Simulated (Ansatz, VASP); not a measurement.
## One calculation of SiC (Moissanite 3C), two programs

File INCAR:

```
PREC     = Accurate       # precision mode
ENCUT    = 520            # plane-wave cutoff, eV
EDIFF    = 1E-7           # SCF threshold, eV
ISMEAR   = -1             # smearing method
SIGMA    = 0.05           # smearing width, eV
LREAL    = False          # projectors in reciprocal space
LASPH    = True           # aspherical terms in the spheres
NELM     = 100            # most SCF steps
ALGO     = Normal         # electronic algorithm
ISIF     = 2              # what is computed and relaxed
LWAVE    = False          # write WAVECAR
LCHARG   = False          # write CHGCAR
GGA      = PS             # functional
NBANDS   = 11             # bands
```

File KPOINTS:

```
Automatic mesh
0
Gamma
  10 10 10
```

Contents of POSCAR:

```
SiC
1.0
    0.0000000000      2.1790000000      2.1790000000
    2.1790000000      0.0000000000      2.1790000000
    2.1790000000      2.1790000000      0.0000000000
Si C
1 1
Direct
    0.0000000000      0.0000000000      0.0000000000
    0.7500000000      0.7500000000      0.7500000000
```

input.yaml

```yaml
crystal:
  lattice:
    - [0.0, 2.179, 2.179]
    - [2.179, 0.0, 2.179]
    - [2.179, 2.179, 0.0]
  atoms:
    - { symbol: Si, position: [0.0, 0.0, 0.0] }
    - { symbol: C, position: [0.75, 0.75, 0.75] }
hamiltonian:
  xc: pbesol
  pseudopotentials: { kind: paw }
kpoints:
  mp_grid: { grid: [10, 10, 10] }
  band_path:
    path:
      - [[0.0, 0.0, 0.0], [0.5, 0.0, 0.5], [0.5, 0.25, 0.75], [0.375, 0.375, 0.75], [0.0, 0.0, 0.0], [0.5, 0.5, 0.5], [0.625, 0.25, 0.625], [0.5, 0.25, 0.75], [0.5, 0.5, 0.5], [0.375, 0.375, 0.75]]
      - [[0.625, 0.25, 0.625], [0.5, 0.0, 0.5]]
    npoints: 14
scf:
  occupations: { method: fermi_dirac, width: 0.05 }
  n_extra_bands: 6
output:
  forces: true
  stress: true
  eigenvalues: true
  fatbands: false
```

Alike in both runs: functional PBEsol; k mesh 10 × 10 × 10; occupations fermi-dirac, width 0.05 eV; no spin polarisation.

|  | VASP | Ansatz |
| --- | --- | --- |
| version | VASP 6.6.1 | Ansatz 0.2.0 |
| potentials or method | VASP PAW PBE potentials, release 64 (Si, C) | Ansatz PAW |
| plane-wave cutoff (eV) | 520 | 420 |
| valence electrons in the cell | 8 | 8 |
| task | single point | band structure |

Ansatz gave:

```
gap on the k mesh at the Fermi level (eV) : 1.24
least direct gap on the mesh (eV)         : 4.45
pressure (GPa)                            : -0.2
```

Which values does VASP return?

gap on the k mesh at the Fermi level (eV): 1.23; least direct gap on the mesh (eV): 4.44; pressure (GPa): 0.2.

The functional is the same, so the differences come from potentials, cutoffs and numerics.

Caveats: the PAW data sets were made with another functional, which shifts forces and pressure a little (VASP); the PAW data sets come from PBE, with cores solved anew for the run's functional, which leaves a small shift of forces and pressure (Ansatz). A k mesh can miss the band edges. A hybrid or GW would open this gap; PBEsol tends to underestimate it.
